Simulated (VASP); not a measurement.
# Ta (Im-3m) in VASP: notebook

Aim: see how the results for Ta move with the level of theory and the settings. Levels: PBE, PBEsol. Tasks: relaxation of cell and atoms.

Everything below comes from runs of VASP 6.6.1. Logs are shortened: lines on timing, memory, paths and dates and some standing lists are left out, and cuts for length are marked.

## Step 1: The structure

Symmetry: Im-3m, No. 229, cubic system. Conventional cell: a = 3.303 Å, b = 3.303 Å, c = 3.303 Å, α = 90.00°, β = 90.00°, γ = 90.00°. Ta (site symmetry m-3m) is surrounded by 8 Ta at 2.86 Å.

## Step 2: Relaxation of cell and atoms, PBE, target pressure 20.8 GPa, at which the enthalpy is minimised

The input, INCAR:

```
SYSTEM = Ta
ALGO     = Normal         ! electronic algorithm
EDIFF    = 1E-6           ! SCF threshold, eV
EDIFFG   = -0.01          ! ionic threshold
ENCUT    = 600            ! plane-wave cutoff, eV
GGA      = PE             ! functional
IBRION   = 2              ! ionic algorithm
ISIF     = 3              ! what is computed and relaxed
ISMEAR   = 1              ! smearing method
LASPH    = .TRUE.         ! aspherical terms in the spheres
LCHARG   = .FALSE.        ! write CHGCAR
LREAL    = .FALSE.        ! projectors in reciprocal space
LWAVE    = .FALSE.        ! write WAVECAR
NELM     = 80             ! most SCF steps
NSW      = 90             ! ionic steps
PREC     = Accurate       ! precision mode
PSTRESS  = 208.0        
SIGMA    = 0.1            ! smearing width, eV
```

The input, KPOINTS:

```
k-points
0
G
  16 16 16
  0 0 0
```

The input, POSCAR:

```
Ta
1.0
   -1.6512800000      1.6512800000      1.6512800000
    1.6512800000     -1.6512800000      1.6512800000
    1.6512800000      1.6512800000     -1.6512800000
Ta
1
Direct
    0.0000000000      0.0000000000      0.0000000000
```

Potentials or basis: VASP PAW PBE potentials, release 64 (Ta_pv).

On the command line:

```
$ cat potpaw_PBE.64/Ta_pv/POTCAR > POTCAR
$ mpirun -np 1 vasp_std > vasp.out
```

OUTCAR:

```text
SYSTEM = Ta
   EDIFF = 1E-6
   EDIFFG = -0.01
   ENCUT = 600
   GGA = PE
   IBRION = 2
   ISIF = 3
   ISMEAR = 1
   LASPH = .TRUE.
   LREAL = .FALSE.
   NELM = 80
   NSW = 90
   PREC = Accurate
   PSTRESS = 208.0

 ion  position               nearest neighbor table
   1  0.000  0.000  0.000-

  LATTYP: Found a body centered cubic cell.
 ALAT       =     3.3025600000

  Lattice vectors:

 A1 = (  -1.6512800000,   1.6512800000,   1.6512800000)
 A2 = (   1.6512800000,  -1.6512800000,   1.6512800000)
 A3 = (   1.6512800000,   1.6512800000,  -1.6512800000)

Analysis of symmetry for initial positions (statically):
=====================================================================
 Subroutine PRICEL returns:
 Original cell was already a primitive cell.

 Routine SETGRP: Setting up the symmetry group for a
 body centered cubic supercell.

 Subroutine GETGRP returns: Found 48 space group operations
 (whereof 48 operations were pure point group operations)
 out of a pool of 48 trial point group operations.

The static configuration has the point symmetry O_h .

Analysis of symmetry for dynamics (positions and initial velocities):
=====================================================================
 Subroutine PRICEL returns:
 Original cell was already a primitive cell.

 Routine SETGRP: Setting up the symmetry group for a
 body centered cubic supercell.

 Subroutine GETGRP returns: Found 48 space group operations
 (whereof 48 operations were pure point group operations)
 out of a pool of 48 trial point group operations.

The dynamic configuration has the point symmetry O_h .

 Subroutine INISYM returns: Found 48 space group operations
 (whereof 48 operations are pure point group operations),
 and found     1 'primitive' translations

----------------------------------------------------------------------------------------

                                     Primitive cell

  volume of cell :      18.0104

  direct lattice vectors                    reciprocal lattice vectors
    -1.651280000  1.651280000  1.651280000     0.000000000  0.302795407  0.302795407
     1.651280000 -1.651280000  1.651280000     0.302795407  0.000000000  0.302795407
     1.651280000  1.651280000 -1.651280000     0.302795407  0.302795407  0.000000000

  length of vectors
     2.860100858  2.860100858  2.860100858     0.428217371  0.428217371  0.428217371

  position of ions in fractional coordinates (direct lattice)
     0.000000000  0.000000000  0.000000000

  ion indices of the primitive-cell ions
   primitive index   ion index
                 1           1

----------------------------------------------------------------------------------------

 KPOINTS: k-points

Automatic generation of k-mesh.
 Grid dimensions read from file:
 generate k-points for:   16   16   16

 Generating k-lattice:

  Cartesian coordinates                     Fractional coordinates (reciprocal lattice)
     0.000000000  0.018924713  0.018924713     0.062500000  0.000000000  0.000000000
     0.018924713  0.000000000  0.018924713     0.000000000  0.062500000  0.000000000
     0.018924713  0.018924713  0.000000000     0.000000000  0.000000000  0.062500000

  Length of vectors
     0.026763586  0.026763586  0.026763586

  Shift w.r.t. Gamma in fractional coordinates (k-lattice)
     0.000000000  0.000000000  0.000000000

 Subroutine IBZKPT returns following result:
 ===========================================

 Found    145 irreducible k-points:

 Following reciprocal coordinates:
            Coordinates               Weight
  0.000000  0.000000  0.000000      1.000000
  0.062500  0.000000  0.000000     12.000000
  0.125000  0.000000  0.000000     12.000000
  0.187500  0.000000  0.000000     12.000000
  0.250000  0.000000  0.000000     12.000000
  0.312500  0.000000  0.000000     12.000000
[... 16 lines left out ...]
  0.187500  0.187500  0.000000     24.000000
  0.250000  0.187500  0.000000     48.000000
 [... further k-points ...]
   k-points           NKPTS =    145   k-points in BZ     NKDIM =    145   number of bands    NBANDS=      9
   number of dos      NEDOS =    301   number of ions     NIONS =      1
   total plane-waves  NPLWV =  13824
   dimension x,y,z NGX =    24 NGY =   24 NGZ =   24
   dimension x,y,z NGXF=    48 NGYF=   48 NGZF=   48
   ions per type =               1
   NGX,Y,Z   is equivalent  to a cutoff of  13.95, 13.95, 13.95 a.u.
   NGXF,Y,Z  is equivalent  to a cutoff of  27.90, 27.90, 27.90 a.u.
 SYSTEM =  Ta
   PREC   = accura    normal or accurate (medium, high low for compatibility)
   ISTART =      0    job   : 0-new  1-cont  2-samecut
   ICHARG =      2    charge: 1-file 2-atom 10-const
   ISPIN  =      1    spin polarized calculation?
   LNONCOLLINEAR =      F non collinear calculations
   LSORBIT =      F    spin-orbit coupling
   LASPH  =      T    aspherical Exc in radial PAW
   ENCUT  =  600.0 eV  44.10 Ry    6.64 a.u.   5.71  5.71  5.71*2*pi/ulx,y,z
   NELM   =     80;   NELMIN=  2; NELMDL= -5     # of ELM steps
   EDIFF  = 0.1E-05   stopping-criterion for ELM
   LREAL  =      F    real-space projection
   EDIFFG = -.1E-01   stopping-criterion for IOM
   NSW    =     90    number of steps for IOM
   IBRION =      2    ionic relax: 0-MD 1-quasi-New 2-CG
   NFREE  =      1    steps in history (QN), initial steepest desc. (CG)
   ISIF   =      3    stress and relaxation
   ISYM   =      2    0-nonsym 1-usesym 2-fastsym
   POTIM  = 0.5000    time-step for ionic-motion
   TEBEG  =    0.0;   TEEND  =   0.0 temperature during run
   PSTRESS=  208.0 pullay stress
   NELECT =      11.0000    total number of electrons
   NUPDOWN=      -1.0000    fix difference up-down
   EMIN   =  10.00;   EMAX   =-10.00  energy-range for DOS
   EFERMI =   0.00;   METHOD = LEGACY
   ISMEAR =     1;   SIGMA  =   0.10  broadening in eV -4-tet -1-fermi 0-gaus
   EFERMI_NEDOS =   21; number of points for ismear=-14 and -15
   IALGO  =     38    algorithm
   IMIX   =      4    mixing-type and parameters
     AMIX     =   0.40;   BMIX     =  1.00
     AMIX_MAG =   1.60;   BMIX_MAG =  1.00
  volume/ion in A,a.u.               =      18.01       121.54
  Fermi-wavevector in a.u.,A,eV,Ry     =   1.388988  2.624806 26.249534  1.929286
  Thomas-Fermi vector in A             =   2.513061
   LORBIT       =      0    0 simple, 1 ext, 2 COOP (PROOUT), +10 PAW based schemes
   GGA     = PE    functional components
   LHFCALC =     F    Hartree Fock is set to
   AEXX    =    0.0000 exact exchange contribution
   IVDW    =     0    specifies the selected vdW correction
   LEPSILON=     F    determine dielectric tensor
   LRPA    =     F    only Hartree local field effects (RPA)
 conjugate gradient relaxation of ions
 non-spin polarized calculation
 Methfessel and Paxton  Order N= 1 SIGMA  =   0.10
  energy-cutoff  :      600.00
  volume of cell :       18.01
 maximum number of plane-waves:       616
   NGX = 11   NGY = 11   NGZ = 11

--------------------------------------- Ionic step        1  -------------------------------------------

 number of electron      11.0000002 magnetization

 Free energy of the ion-electron system (eV)
  ---------------------------------------------------
  ext. energy  EPLUGINS =         0.00000000
  ---------------------------------------------------
  free energy    TOTEN  =       -11.80600336 eV

  energy without entropy =      -11.80564443  energy(sigma->0) =      -11.80588372

------------------------ aborting loop because EDIFF is reached ----------------------------------------

  FORCE on cell =-STRESS in cart. coord.  units (eV):
  Direction    XX          YY          ZZ          XY          YZ          ZX
  --------------------------------------------------------------------------------------
  -------------------------------------------------------------------------------------
  Total        0.3832369      0.3832369      0.3832369     -0.0000000     -0.0000000      0.0000000
  in kB       34.0922581     34.0922581     34.0922581     -0.0000000     -0.0000000      0.0000000
  external PRESSURE =    -173.9077419 kB  Pullay stress =     208.0000000 kB
[... 133 lines left out ...]
  enthalpy is  TOTEN    =        -9.5419187479 eV   P V=        2.1728378206

--------------------------------------- Ionic step        5  -------------------------------------------

 number of electron      10.9999998 magnetization

 Free energy of the ion-electron system (eV)
  ---------------------------------------------------
  ext. energy  EPLUGINS =         0.00000000
  ---------------------------------------------------
  free energy    TOTEN  =       -11.71155334 eV

  energy without entropy =      -11.71095305  energy(sigma->0) =      -11.71135324

 E-fermi :   6.0944     XC(G=0): -13.0053

 val. band max:        6.0900821706   @ k =  -0.2500   0.2500   0.1250
 cond. band min:       6.1273077754   @ k =   0.3125   0.0625   0.0000
 fundamental gap:      0.0372256048
 Fermi energy:         6.0944013942

 k-point     1 :       0.0000    0.0000    0.0000
  band No.  band energies     occupation
      1     -26.6554      2.00000
      2     -26.6554      2.00000
      3     -26.6554      2.00000
      4      -2.0864      2.00000
      5       6.8402     -0.00000
      6       6.8402     -0.00000
      7       6.8402     -0.00000
      8      10.3852      0.00000
      9      10.3852      0.00000
[... 265 lines left out ...]
 k-point    24 :       0.2500    0.1875    0.0000
  band No.  band energies     occupation
      1     -27.8354      2.00000
      2     -27.1436      2.00000
      3     -26.7863      2.00000
      4       2.2924      2.00000
      5       4.6889      2.00000
      6       5.4841      2.00000
      7       9.6822      0.00000
      8      11.3847      0.00000
      9      13.4846      0.00000

 [... further k-points ...]

------------------------ aborting loop because EDIFF is reached ----------------------------------------

  FORCE on cell =-STRESS in cart. coord.  units (eV):
  Direction    XX          YY          ZZ          XY          YZ          ZX
  --------------------------------------------------------------------------------------
  -------------------------------------------------------------------------------------
  Total        2.1767828      2.1767828      2.1767828      0.0000000      0.0000000      0.0000000
  in kB      208.6873323    208.6873323    208.6873323      0.0000000      0.0000000      0.0000000
  external PRESSURE =       0.6873323 kB  Pullay stress =     208.0000000 kB
[... 16 lines left out ...]
  FREE ENERGIE OF THE ION-ELECTRON SYSTEM (eV)
  ---------------------------------------------------
  free  energy   TOTEN  =       -11.7115533365 eV

  energy  without entropy=      -11.7109530458  energy(sigma->0) =      -11.71135324

  enthalpy is  TOTEN    =        -9.5419399525 eV   P V=        2.1696133840

 reached required accuracy - stopping structural energy minimisation
```

Wall time 20 s (1 thread of Intel Xeon 6975P-C (Granite Rapids), shared host); peak memory 0.17 GiB.

Results:

* Free energy: -11.7116 eV
* Relaxed volume: 16.71 Å³/atom
* Relaxed cell: a = 2.790 Å, b = 2.790 Å, c = 2.790 Å, α = 109.47°, β = 109.47°, γ = 109.47°
* Space group after relaxing (to 0.05 Å): Im-3m (No. 229)
* Energy change on relaxing (the enthalpy is what falls): +94.5 meV/atom
* Ionic steps: 5
* Pressure after relaxing: 20.9 GPa
* Band gap on the k mesh: none (metal or under the smearing width)

The path:
```csv
step,energy change (eV),largest force (eV/Å),pressure (GPa),volume (Å³)
1,0.0000,0.0000,3.41,18.01
2,1.3032,0.0000,110.03,13.38
3,0.0809,0.0000,19.15,16.82
4,0.0912,0.0000,20.47,16.74
5,0.0945,0.0000,20.87,16.71
```

Final structure:
```yaml
crystal:
  lattice:
    - [-1.61061, 1.61061, 1.61061]
    - [1.61061, -1.61061, 1.61061]
    - [1.61061, 1.61061, -1.61061]
  atoms:
    - { symbol: Ta, position: [0.00000, 0.00000, 0.00000] }
```

Levels at points of the mesh, in eV from the Fermi level:
```
           k point  band 2  band 3  band 4  band 5  band 6  band 7  band 8  band 9
(0.00, 0.00, 0.00)  -32.75  -32.75   -8.18    0.75    0.75    0.75    4.29    4.29
(0.50, 0.00, 0.00)  -33.23  -32.76   -4.71   -1.76    1.98    4.23    5.35    8.58
(0.50, 0.50, 0.50)  -33.78  -33.78   -4.26   -4.26    7.49    7.49    7.49    9.39
```

Caveat: the cell is relaxed towards a set pressure, so the enthalpy falls and the energy may rise.

## Step 3: Relaxation of cell and atoms, PBE, target pressure 20.8 GPa, at which the enthalpy is minimised

This run uses another cell than the first one, of 16.71 Å³/atom, 0.928 times its volume.

INCAR: that of step 2 with these lines changed.

```diff
@@ -2,4 +2,4 @@
 ALGO     = Normal         ! electronic algorithm
-EDIFF    = 1E-6           ! SCF threshold, eV
-EDIFFG   = -0.01          ! ionic threshold
+EDIFF    = 1E-7           ! SCF threshold, eV
+EDIFFG   = -0.005         ! ionic threshold
 ENCUT    = 600            ! plane-wave cutoff, eV
```

KPOINTS is that of step 2.

The input, POSCAR:

```
Ta                                      
1.0
   -1.6106080638      1.6106080638      1.6106080638
    1.6106080638     -1.6106080638      1.6106080638
    1.6106080638      1.6106080638     -1.6106080638
  Ta            
     1
Direct
     0.0000000000000000    0.0000000000000000    0.0000000000000000
```

Potentials or basis: VASP PAW PBE potentials, release 64 (Ta_pv).

On the command line:

```
$ cat potpaw_PBE.64/Ta_pv/POTCAR > POTCAR
$ mpirun -np 1 vasp_std > vasp.out
```

Run time: 12 s. Hardware: 1 thread of Intel Xeon 6975P-C (Granite Rapids), shared host; peak memory 0.16 GiB.

Results (log left out):

```yaml
Free_energy: -11.7118 eV
Relaxed_volume: 16.72 Å³/atom
Relaxed_cell: a = 2.790 Å, b = 2.790 Å, c = 2.790 Å, α = 109.47°, β = 109.47°, γ = 109.47°
Space_group_after_relaxing_to_0.05_Å: Im-3m (No. 229)
Energy_change_on_relaxing_the_enthalpy_is_what_falls: -0.4 meV/atom
Ionic_steps: 3
Pressure_after_relaxing: 20.8 GPa
Band_gap_on_the_k_mesh: none (metal or under the smearing width)
```

Step by step:
```
step  energy change (eV)  largest force (eV/Å)  pressure (GPa)  volume (Å³)
   1              0.0000                0.0000           20.86        16.71
   2             -0.0021                0.0000           20.61        16.73
   3             -0.0004                0.0000           20.81        16.72
```

Final structure:
```yaml
crystal:
  lattice:
    - [-1.61072, 1.61072, 1.61072]
    - [1.61072, -1.61072, 1.61072]
    - [1.61072, 1.61072, -1.61072]
  atoms:
    - { symbol: Ta, position: [0.00000, 0.00000, 0.00000] }
```

Levels at points of the mesh, in eV from the Fermi level:
```
           k point  band 1  band 2  band 3  band 4  band 5  band 6  band 7  band 8  band 9
(0.00, 0.00, 0.00)  -32.75  -32.75  -32.75   -8.18    0.75    0.75    0.75    4.29    4.29
(0.50, 0.00, 0.00)  -34.24  -33.23  -32.76   -4.71   -1.76    1.98    4.23    5.35    8.58
(0.50, 0.50, 0.50)  -33.78  -33.78  -33.78   -4.26   -4.26    7.49    7.49    7.49    9.39
```

Caveat: the cell is relaxed towards a set pressure, so the enthalpy falls and the energy may rise.

## Step 4: Relaxation of cell and atoms, PBEsol, target pressure 10.6 GPa, at which the enthalpy is minimised

The input, INCAR:

```
SYSTEM = Ta
PREC = Accurate ; ENCUT = 600
EDIFF = 1E-6 ; ISMEAR = 1
SIGMA = 0.1 ; LREAL = .FALSE.
LASPH = .TRUE. ; NELM = 80
ALGO = Normal ; ISIF = 3
LWAVE = .FALSE. ; LCHARG = .FALSE.
GGA = PS ; IBRION = 2
NSW = 90 ; EDIFFG = -0.01
PSTRESS = 106.0
```

The input, KPOINTS:

```
regular mesh
0
G
  16 16 16
  0 0 0
```

The input, POSCAR:

```
Ta
1.0
   -1.6512800000      1.6512800000      1.6512800000
    1.6512800000     -1.6512800000      1.6512800000
    1.6512800000      1.6512800000     -1.6512800000
Ta
1
Direct
    0.0000000000      0.0000000000      0.0000000000
```

On the command line:

```
$ cat potpaw_PBE.64/Ta_pv/POTCAR > POTCAR
$ mpirun -np 1 vasp_std > vasp.out
```

Run time: 41 s. Hardware: 1 thread of Intel Xeon Platinum 8559C (Emerald Rapids), shared host; peak memory 0.17 GiB.

Results (log left out):

```
Free energy                                            : -12.5206 eV
Relaxed volume                                         : 16.87 Å³/atom
Relaxed cell                                           : a = 2.798 Å, b = 2.798 Å, c = 2.798 Å, α = 109.47°, β = 109.47°, γ = 109.47°
Space group after relaxing (to 0.05 Å)                 : Im-3m (No. 229)
Energy change on relaxing (the enthalpy is what falls) : +22.8 meV/atom
Ionic steps                                            : 7
Pressure after relaxing                                : 10.6 GPa
Band gap on the k mesh                                 : none (metal or under the smearing width)
```

Step by step:
```
step  energy change (eV)  largest force (eV/Å)  pressure (GPa)  volume (Å³)
   1              0.0000                0.0000           -3.50        18.01
   2              0.6214                0.0000           68.92        14.19
   3              0.0188                0.0000            9.69        16.93
   4              0.0221                0.0000           10.45        16.88
   5              0.0236                0.0000           10.75        16.86
   6              0.0214                0.0000           10.33        16.89
   7              0.0228                0.0000           10.58        16.87
```

Final structure:
```yaml
crystal:
  lattice:
    - [-1.61559, 1.61559, 1.61559]
    - [1.61559, -1.61559, 1.61559]
    - [1.61559, 1.61559, -1.61559]
  atoms:
    - { symbol: Ta, position: [0.00000, 0.00000, 0.00000] }
```

Levels at points of the mesh, in eV from the Fermi level:
```csv
k point,band 1,band 2,band 3,band 4,band 5,band 6,band 7,band 8,band 9
"(0.00, 0.00, 0.00)",-32.74,-32.74,-32.74,-8.16,0.74,0.74,0.74,4.25,4.25
"(0.50, 0.00, 0.00)",-34.20,-33.20,-32.75,-4.67,-1.74,1.96,4.17,5.28,8.50
"(0.50, 0.50, 0.50)",-33.75,-33.75,-33.75,-4.20,-4.20,7.42,7.42,7.42,9.31
```

Caveat: the cell is relaxed towards a set pressure, so the enthalpy falls and the energy may rise; the PAW data sets were made with another functional, which shifts forces and pressure a little.

## Step 5: Relaxation of cell and atoms, PBEsol, target pressure 10.6 GPa, at which the enthalpy is minimised

This run uses another cell than the first one, of 16.87 Å³/atom, 0.937 times its volume.

The input, INCAR:

```
SYSTEM = Ta
PREC = Accurate ; ENCUT = 600
EDIFF = 1E-7 ; ISMEAR = 1
SIGMA = 0.1 ; LREAL = .FALSE.
LASPH = .TRUE. ; NELM = 80
ALGO = Normal ; ISIF = 3
LWAVE = .FALSE. ; LCHARG = .FALSE.
GGA = PS ; IBRION = 2
NSW = 90 ; EDIFFG = -0.005
PSTRESS = 106.0
```

KPOINTS is that of step 4.

The input, POSCAR:

```
Ta                                      
1.0
   -1.6155934897      1.6155934897      1.6155934897
    1.6155934897     -1.6155934897      1.6155934897
    1.6155934897      1.6155934897     -1.6155934897
  Ta            
     1
Direct
     0.0000000000000000    0.0000000000000000    0.0000000000000000
```

On the command line:

```
$ cat potpaw_PBE.64/Ta_pv/POTCAR > POTCAR
$ mpirun -np 1 vasp_std > vasp.out
```

Wall time 15 s (1 thread of Intel Xeon Platinum 8559C (Emerald Rapids), shared host); peak memory 0.15 GiB.

The run converged. Its results:

```
Free energy             : -12.5204 eV
Pressure after relaxing : 10.6 GPa
Band gap on the k mesh  : none (metal or under the smearing width)
```

Final structure:
```yaml
crystal:
  lattice:
    - [-1.61559, 1.61559, 1.61559]
    - [1.61559, -1.61559, 1.61559]
    - [1.61559, 1.61559, -1.61559]
  atoms:
    - { symbol: Ta, position: [0.00000, 0.00000, 0.00000] }
```

Levels at points of the mesh, in eV from the Fermi level:
```
           k point  band 3  band 4  band 5  band 6  band 7  band 8
(0.00, 0.00, 0.00)  -32.74   -8.16    0.74    0.74    0.74    4.25
(0.50, 0.00, 0.00)  -32.75   -4.67   -1.74    1.96    4.17    5.28
(0.50, 0.50, 0.50)  -33.75   -4.20   -4.20    7.42    7.42    7.42
```

Caveat: the relaxation stopped at its first step, so nothing moved; the cell is relaxed towards a set pressure, so the enthalpy falls and the energy may rise; the PAW data sets were made with another functional, which shifts forces and pressure a little. The run has no spin-orbit coupling, so splittings on Ta are missing.
